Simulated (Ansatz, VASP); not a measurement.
**CuI (Marshite) in two plane-wave programs**

Wanted: the spread between two codes on one cell, functional and k mesh.

Calculated with Ansatz 0.2.0; plane waves, with VASP 6.6.1 beside it; dielectric response at PBE, single point at r2SCAN and single point at LDA.

The database entry behind the starting cell differs from later determinations by our own check (about 0.15 % long (mineral sample)), so it need not match the best structure at ambient conditions.

### Step 1. The starting structure

Symmetry: F-43m, No. 216, cubic system. The conventional cell has a = 6.063 Å, b = 6.063 Å, c = 6.063 Å, α = 90.00°, β = 90.00°, γ = 90.00°. Nearest to I lie 4 Cu at 2.63 Å. Cu has 4 I at 2.63 Å nearest. Farther neighbours and most contacts between anions are not listed.

Structure file:

```cif
data_structure
_symmetry_space_group_name_H-M 'F-43m'
_symmetry_Int_Tables_number 216
_cell_length_a 6.0630
_cell_length_b 6.0630
_cell_length_c 6.0630
_cell_angle_alpha 90.000
_cell_angle_beta 90.000
_cell_angle_gamma 90.000
_cell_volume 222.88
loop_
_atom_site_label
_atom_site_type_symbol
_atom_site_symmetry_multiplicity
_atom_site_Wyckoff_symbol
_atom_site_fract_x
_atom_site_fract_y
_atom_site_fract_z
_atom_site_occupancy
I1 I 4 a 0.00000 0.00000 0.00000 1
Cu1 Cu 4 c 0.25000 0.25000 0.25000 1
```

### Step 2. Ansatz: dielectric response, PBE

Ansatz runs on its default PAW (the set named soft_2) files.

The response to a field tests empty states and converges slowly with the mesh.

Contents of input.yaml:

```yaml
crystal:
  lattice:
    - [0.0, 3.0315, 3.0315]
    - [3.0315, 0.0, 3.0315]
    - [3.0315, 3.0315, 0.0]
  atoms:
    - { symbol: I, position: [0.0, 0.0, 0.0] }
    - { symbol: Cu, position: [0.75, 0.75, 0.75] }
hamiltonian:
  xc: pbe
  pseudopotentials: { kind: paw }
kpoints:
  mp_grid: { grid: [10, 10, 10] }
scf:
  occupations: { method: fixed }
dielectric:
  method: response
```

Launch:

```sh
$ ansatz run input.yaml --threads 2 --pin off --max-ram 4608MiB --backend cpu --events-out ev --progress --plain --runs-dir out
```

Numbers of over 12 decimals in the logs are rounded to 6 here.

The program printed:

```text
Engine: ansatz 0.2.0, aarch64-unknown-linux-gnu
Pseudopotentials: kind: paw
Pseudopotential: I, paw, valence charge 17, recommended cutoff 420 eV (normal), I.paw.azcp
Pseudopotential: Cu, paw, valence charge 19, recommended cutoff 420 eV (normal), Cu.paw.azcp
Functional definition: PBE
  parameter kappa = 0.804
  parameter beta = 0.066725
  exchange = pbe_x(kappa = kappa, mu = beta*pi^2/3)
  correlation = pbe_c(beta = beta)
Crystal: 2 atoms, lattice volume = 55.719 Å³
Basis set: ecut = 420 eV, 1067 PW (Γ), exchange–correlation on 60×60×60 points (8 copies of the dense FFT grid, shifted against one another)
Bands: 22, of which v1, the nominal top of the filled ones, is band 18 counted from 1 (17 counted from 0)
Symmetry: 24 space group operations
k-points: 171 of 1000 (irreducible under 4 space group operations, time reversal used)
Non-local potential: I, projectors of the file, l = 0: 2, l = 1: 2, l = 2: 2, l = 3: 2
Non-local potential: Cu, projectors of the file, l = 0: 3, l = 1: 2, l = 2: 3, l = 3: 1
PAW form: soft (Blöchl's): semilocal exchange-correlation on the pseudo side does not see the compensation charge
PAW one-centre angular grid: I, 590 points (default); XC on 64 Gauss nodes
PAW one-centre angular grid: Cu, 590 points (default); XC on 64 Gauss nodes
Initial density: superposition of atomic densities (neutral atoms: chi_scale 0, normalization atom), corrected by the library's trained network
Initial wavefunctions: pseudopotential atomic-orbital guess
Functional: x = pbe(κ = 0.804, μ = 0.219515), c = pbe(β = 0.066725)
SCF iter   1: F=—  HF=-14138.366174 eV  |F-HF|=—  |Δ(HF+E_count)|=         —  Δρ=1.22e-3  dr2=6.81e-4  ethr=1.77e-3  ⟨swp⟩=5.0  Hψ=15341  notcnv=0  defer=332
preconditioner: auto → none  [insulator: Δε(μ)=1.133 eV  Ē_g=8.968 eV  n_scr=14 (ndim 8)  ℏωp=21.1 eV  f_vac=0.179  ε∞_Penn≈6.5]
SCF iter   2: F=—  HF=-14138.366411 eV  |F-HF|=—  |Δ(HF+E_count)|=   2.37e-4  Δρ=2.12e-3  dr2=1.54e-3  ethr=1.89e-6  ⟨swp⟩=3.0  Hψ=9027  notcnv=0  defer=334
SCF iter   3: F=—  HF=-14138.366078 eV  |F-HF|=—  |Δ(HF+E_count)|=   3.33e-4  Δρ=2.17e-4  dr2=2.19e-5  ethr=1.89e-6  ⟨swp⟩=2.0  Hψ=6992  notcnv=0  defer=334
SCF iter   4: F=—  HF=-14138.366115 eV  |F-HF|=—  |Δ(HF+E_count)|=   3.68e-5  Δρ=6.27e-5  dr2=1.40e-6  ethr=6.09e-8  ⟨swp⟩=2.0  Hψ=5617  notcnv=0  defer=334
SCF iter   5: F=—  HF=-14138.366121 eV  |F-HF|=—  |Δ(HF+E_count)|=   6.60e-6  Δρ=2.37e-5  dr2=2.95e-7  ethr=3.89e-9  ⟨swp⟩=2.0  Hψ=6126  notcnv=0  defer=306
SCF iter   6: F=—  HF=-14138.366122 eV  |F-HF|=—  |Δ(HF+E_count)|=   7.21e-7  Δρ=5.84e-6  dr2=1.18e-8  ethr=8.20e-10  ⟨swp⟩=2.0  Hψ=5301  notcnv=0  defer=321
SCF iter   7: F=—  HF=-14138.366122 eV  |F-HF|=—  |Δ(HF+E_count)|=   1.54e-8  Δρ=1.75e-6  dr2=1.02e-9  ethr=3.27e-11  ⟨swp⟩=2.0  Hψ=5162  notcnv=0  defer=320
SCF iter   8: F=-14138.366122 eV  HF=-14138.366122 eV  |F-HF|=6.18e-11  |Δ(HF+E_count)|=  6.62e-10  Δρ=4.59e-7  dr2=6.53e-11  ethr=1.00e-12  ⟨swp⟩=5.5  Hψ=15344  notcnv=0
SCF 1 converged in 8 iterations: F = -14138.366122 eV  dr2 = 6.53e-11
  greatest PAW one-centre occupation: 1.000 electrons in one spin orbital (limit 2), on the Cu atom at site 1 (counted from 0), in its partial waves of l = 0
NSCF: frozen V_eff on 2 k-points
DFPT response loops at Γ: preconditioner auto → none (the input reference at scf.mixing.eps_inf says where Resta's filter doesn't serve); β = 0.50; Broyden in place of MSR1
── the response to a field inside a basis, on 10×10×10 k-points: an SCF that follows is theirs, and a resumed run solves both again ──
Bands: 19, of which v1, the nominal top of the filled ones, is band 18 counted from 1 (17 counted from 0)
k-points: 110 of 1000 (irreducible under 6 space group operations, time reversal used)
Initial density: handed on by an earlier stage of this run
Initial wavefunctions: pseudopotential atomic-orbital guess (no wavefunctions were taken with the density)
Eigensolver: Dense (110 Hₖ)
SCF iter   1: F=—  HF=-14138.364963 eV  |F-HF|=—  |Δ(HF+E_count)|=         —  Δρ=1.56e-4  dr2=3.37e-6  ethr=1.00e-1
preconditioner: auto → none  [insulator: Δε(μ)=1.316 eV  Ē_g=6.891 eV  n_scr=14 (ndim 8)  ℏωp=21.1 eV  f_vac=0.178  ε∞_Penn≈10.4]
SCF iter   2: F=—  HF=-14138.364967 eV  |F-HF|=—  |Δ(HF+E_count)|=   3.97e-6  Δρ=2.52e-4  dr2=2.00e-5  ethr=9.35e-9
SCF iter   3: F=—  HF=-14138.364977 eV  |F-HF|=—  |Δ(HF+E_count)|=   1.03e-5  Δρ=3.40e-4  dr2=4.22e-5  ethr=9.35e-9  recentre
SCF iter   4: F=-14138.364966 eV  HF=-14138.364966 eV  |F-HF|=1.31e-8  |Δ(HF+E_count)|=   1.10e-5  Δρ=1.60e-5  dr2=5.12e-8  ethr=9.35e-9
SCF 1 converged in 4 iterations: F = -14138.364966 eV  dr2 = 5.12e-8
DFPT response loops at Γ: mixed as the last ones told, above
SCF converged after 8 iterations
Free energy (F): -14138.366122 eV
Harris-Foulkes:  -14138.366122 eV  (|F-HF|=6.18e-11)
Internal energy: -14138.366122 eV  (E = F + TS)
E sigma→0 (E₀):  -14138.366122 eV
Fermi energy:    8.155571 eV
--- Per-component energies (eV) ---
  E_band       = -867.501898
  E_kinetic    = 489.428377
  E_local      = -7622.511956  (includes V_loc(G=0)·N_el)
  E_nonlocal   = 313.605665
  E_hartree    = 3542.818685
  E_xc         = -215.251498
  E_vxc        = -241.063017  (∫ρ·V_xc dr)
  E_paw        = -6492.324241  (= ΣΔE_a)
  E_vpaw       = -892.597915  (= ΣTr[D̂ρ^β])
  E_aug_tail   = 0.000298  (compensation charges beyond the density's cutoff)
  E_ewald      = -4154.131452
  E_smearing   = -0.000000  (= −TS)
  E_closure    = -0.000000  (closes the sum)
  Σ components = -14138.366122   (vs F -14138.366122, Δ=0.00e0)
--- Band table (eV; the first three rows and the last of 171) ---
  k-point 0: bands = [... 14 lower, 6.3069, 8.1556, 8.1556, 8.1556, 9.2771, 13.0318, 13.0318, 13.0318]
  k-point 1: bands = [... 14 lower, 6.3026, 7.6943, 8.0793, 8.0793, 9.7977, 12.9376, 13.1782, 13.1782]
  k-point 2: bands = [... 14 lower, 6.2968, 7.1122, 7.8932, 7.8932, 10.3299, 13.2029, 13.4776, 13.4776]
  k-point 170: bands = [... 14 lower, 6.2960, 6.4315, 6.5830, 6.9439, 12.3785, 12.8986, 13.9787, 15.1534]
--- Dielectric response (ions clamped): 3 representative field directions + reference, inside a basis on a mesh of 1000 k-points (Σ response iterations 15) ---
  ε∞ (high-frequency dielectric tensor):
        6.383164    -0.000000     0.000000
       -0.000000     6.383164     0.000000
        0.000000     0.000000     6.383164
  Born effective charges Z* (e; rows j = field, columns β = displacement):
    site 0:
        -1.10045   -0.00000   -0.00000
        -0.00000   -1.10045   -0.00000
        -0.00000   -0.00000   -1.10045
    site 1:
         1.10045    0.00000    0.00000
         0.00000    1.10045    0.00000
         0.00000    0.00000    1.10045
  Z* charge neutrality: 1.566e-4 e pre-enforcement
  solved inside a basis spanned on kpoints, on 10×10×10 k-points, its susceptibility summed on 14×14×14: ε∞ is read to err by 1.7e-2, Z* by 2.0e-2 e (field_mesh: kpoints solves on kpoints); Z* is corrected for what the basis lacks
```

It took 57 s on 2 threads of Arm Neoverse V2, shared host; peak memory 0.99 GiB; 1.9 min of CPU time.

The column dr2 measures how far the density is from self-consistency, as an energy; F and HF (Harris–Foulkes) agree once it is small.

(Continued in part 2 of 3.)

[Lines on the potential files, build, host, timing and source positions are cut from VASP's logs without a mark.]

[Logs are printed without paths, hosts, clocks, repeated set-up lines and the standing remarks that a program may print on its own settings, such as how far it seeks lower states.]

[Hosts, paths, dates, database ids (printed as entryN), source tags and the programs' standing remarks are cut or masked in the printed files.]
